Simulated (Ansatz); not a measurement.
## Charge transition levels of the O vacancy in Al₂O₃, term by term

These are results of DFT PBEsol, scalar-relativistic, plane waves, PAW (Ansatz 0.2.0), not measurements. (420 eV cutoff, 2×2×2 k-mesh, shifted by half a step, Gaussian smearing of 0.01 eV, collinear spin in charge +1 alone)

Host crystal, relaxed:

```cif
data_structure
_symmetry_space_group_name_H-M 'P 1'
_symmetry_Int_Tables_number 1
_cell_length_a 5.1398
_cell_length_b 5.1398
_cell_length_c 5.1398
_cell_angle_alpha 55.343
_cell_angle_beta 55.343
_cell_angle_gamma 55.343
_cell_volume 85.62
loop_
_atom_site_label
_atom_site_type_symbol
_atom_site_fract_x
_atom_site_fract_y
_atom_site_fract_z
_atom_site_occupancy
Al1 Al 0.14792 0.14792 0.14792 1
Al2 Al 0.35208 0.35208 0.35208 1
Al3 Al 0.64792 0.64792 0.64792 1
Al4 Al 0.85208 0.85208 0.85208 1
O1 O 0.94414 0.55586 0.25000 1
O2 O 0.44414 0.75000 0.05586 1
O3 O 0.55586 0.25000 0.94414 1
O4 O 0.25000 0.94414 0.55586 1
O5 O 0.75000 0.05586 0.44414 1
O6 O 0.05586 0.44414 0.75000 1
```

The O vacancy was set at (0.944, 0.556, 0.250) of the host cell, in a supercell of 40 sites (342 Å³), relaxed at fixed cell in each charge q. The host's Kohn–Sham gap is 6.03 eV and its static dielectric constant 10.4 (mean). For each charge: the supercell's free energy over the neutral one with q electrons exchanged at the valence band top, F(q) − F(0) + qE_v; the image-charge term; and the term that aligns the potential far from the defect with the host's.

| q | F(q) − F(0) + qE_v (eV) | image charge (eV) | alignment (eV) |
| --- | --- | --- | --- |
| +2 | -5.402 | 1.126 | -0.681 |
| +1 | -2.764 | 0.282 | -0.289 |
| 0 | 0.000 | 0.000 | 0.000 |

Q: Add the terms and find the levels between neighbouring charges, ε(q/q′) = [A(q′) − A(q)]/(q − q′), with and without the two corrections.

A: A(q): -4.956 eV for +2, -2.771 eV for +1, 0.000 eV for 0.
| level | corrected (eV over E_v) | uncorrected (eV) |
| --- | --- | --- |
| (+2/+1) | 2.19 | 2.64 |
| (+1/0) | 2.77 | 2.76 |

As a check, a point charge in a simple cubic cell of this volume has q²αe²/(2εL) = 0.280 q² eV (e² = 14.40 eV Å, α = 2.837, L = 7.00 Å); the shape of the real cell and the anisotropy of ε can change it somewhat. The term grows as q², so it pushes donor levels down and acceptor levels up. The program doubts the alignment for q = +2, +1, so levels beside it are uncertain by about that term.

Q: Which of these charges is lowest with the Fermi level at the valence band top, at mid-gap and at the conduction band bottom?

A: The line A(q) + qE_F that lies lowest gives the charge: +2 at E_F = 0.00 eV, 0 at E_F = 3.01 eV, 0 at E_F = 6.03 eV. Charges beyond those computed could lie lower near the band edges.

Q: The neutral defect forms at 6.92 eV with atoms taken from and returned to the elements. What are the formation energies at those three Fermi levels, and what share of sites would hold the defect at 1200 K with E_F at mid-gap, if the host still stood at that temperature?

A: E_f = E_f(0) + A(q) + qE_F = 1.97, 6.92, 6.92 eV. In the dilute limit the share is exp(−E_f/k_BT) = exp(−6.923/0.1034) = 8.4×10⁻³⁰, leaving out degeneracy and vibrational entropy. This is the O-rich limit; a poorer supply of O lowers E_f, in a binary host by up to its heat of formation per O atom. The small cell and the narrow Kohn–Sham gap leave errors of tenths of an eV or more, which change the share by orders of magnitude.

The vacancy is a deep donor: both levels lie far below the conduction band, so it would trap holes rather than supply free electrons. This fits the textbook picture of an F centre, in which the two electrons left by the missing oxygen occupy a cavity state built largely from orbitals of the neighbouring Al ions and held there by the Madelung potential. Removing the first electron leaves the second more tightly bound, while outward relaxation of the Al ions probably offsets part of that cost.

The window in which +1 is lowest comes mostly from the image-charge term, so its width is tentative. The near agreement of 2.77 and 2.76 eV for (+1/0) is no sign of convergence either, since corrections of 0.282 and -0.289 eV merely cancel. That level also lies so close to mid-gap that the preference for the neutral state there isn't secure. The drop in formation energy towards the valence band suggests that the vacancy would compensate acceptors.
